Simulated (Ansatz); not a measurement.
## Sc4Al: competing structures

Theory: DFT PBE, scalar-relativistic, plane waves, PAW in Ansatz 0.2.0. All cells share a 420 eV cutoff and Γ-centred k meshes spaced at most about 0.3 Å⁻¹ (about 0.25 or finer for metals, 2π included). No spin polarisation.

The zero of energy is the elements' standard structures at the same level; no fitted shifts are applied.

Temperature and zero-point effects are left out. The comparison covers the computed candidates alone.

Invented guesses were relaxed alike, and ends that match in structure were merged. ΔE counts from the first row. Coordination counts all near atoms (those within 1.25 times the shortest distance at each site; a slash parts the counts of unlike sites). The ends were matched against large subsets of the Crystallography Open Database and the Materials Project, so a missing match doesn't prove that a structure is unreported.

| # | reached from | type and space group | atoms | Å³/atom | coordination | ΔE (meV/atom) | gap on mesh (eV) | in databases | checks |
| --- | --- | --- | --- | --- | --- | --- | --- | --- | --- |
| 1 | Sc and Al ordered on bcc sites | R-3m (No. 166) | 5 | 22.4 | Sc 11/14, Al 8 | 0 | 0.00 | no match | no imaginary mode at Γ (other wave vectors untested) |
| 2 | Sc and Al ordered on fcc sites | I4/m (No. 87) | 5 | 22.4 | Sc 12, Al 12 | 37 | 0.00 | no match | - |
| 3 | Sc and Al ordered on hcp sites | P6_3/mmc (No. 194) | 10 | 23.2 | Sc 12, Al 12 | 109 | 0.00 | no match | - |

The lowest: Space group R-3m (No. 166), trigonal, a = 4.947 Å, c = 15.821 Å. Sc on its first site is surrounded by 1 Al at 2.90 Å, 3 Sc at 2.91 Å, 7 Sc at 3.18–3.45 Å and 3 Al at 3.71 Å; around Sc on its second site lie 3 Al at 3.02 Å and 11 Sc at 3.18–3.46 Å; Al is surrounded by 8 Sc at 2.90–3.02 Å and 6 Sc at 3.71 Å. Its energy over the elements is −0.17 eV/atom. A negative formation energy is needed for stability but isn't enough: competing phases decide. An observed structure of this formula, if there is one, may be missing.

```yaml
crystal:
  lattice:
    - [2.47365, 1.42816, 5.27376]
    - [-2.47365, 1.42816, 5.27376]
    - [0.00000, -2.85632, 5.27376]
  atoms:
    - { symbol: Sc, position: [0.68356, 0.68356, 0.68356] }
    - { symbol: Sc, position: [0.10485, 0.10485, 0.10485] }
    - { symbol: Sc, position: [0.89515, 0.89515, 0.89515] }
    - { symbol: Sc, position: [0.31644, 0.31644, 0.31644] }
    - { symbol: Al, position: [0.50000, 0.50000, 0.50000] }
```

The second: Space group I4/m (No. 87), tetragonal, a = 7.069 Å, c = 4.473 Å. Around Sc lie 9 Sc at 3.09–3.21 Å and 3 Al at 3.11–3.18 Å; Al is surrounded by 12 Sc at 3.11–3.18 Å. Counting all near atoms, the first has Sc 11/14, Al 8 and the second has Sc 12, Al 12. Shaken at random and relaxed again, row 1 came back. Shaken at random and relaxed again, row 2 came back. Cells without such a test can be saddle points. Some types were kept out of the candidates beforehand, so the set may lack a known form.
